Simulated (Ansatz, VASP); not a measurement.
**Ru: VASP beside Ansatz**

```
Ru
1.0
     0.00000    1.93837    1.93837
     1.93837    0.00000    1.93837
     1.93837    1.93837    0.00000
Ru
1
Direct
  0.00000 0.00000 0.00000
```

Alike in both runs: task single point; functional PBE; k mesh 22 × 22 × 22; occupations gaussian, width 0.15 eV; no spin polarisation.

|  | VASP | Ansatz |
| --- | --- | --- |
| version | VASP 6.6.1 | Ansatz 0.2.0 |
| potentials or method | VASP PAW PBE potentials, release 64 (Ru_pv) | scalar-relativistic, plane waves, PAW |
| plane-wave cutoff (eV) | 520 | 420 |
| valence electrons in the cell | 14 | 16 |

Ansatz gave:

* gap on the k mesh at the Fermi level (eV): none
* pressure (GPa): -13.9

Q: What did VASP give for the same quantities?

A: gap on the k mesh at the Fermi level (eV): none; pressure (GPa): -14.0.

A gap of «none» marks a metal or a gap that the smearing closes. With one functional, cell and mesh, what is left measures potentials, basis and numerics. The two sets of potentials don't hold the same shells in valence.
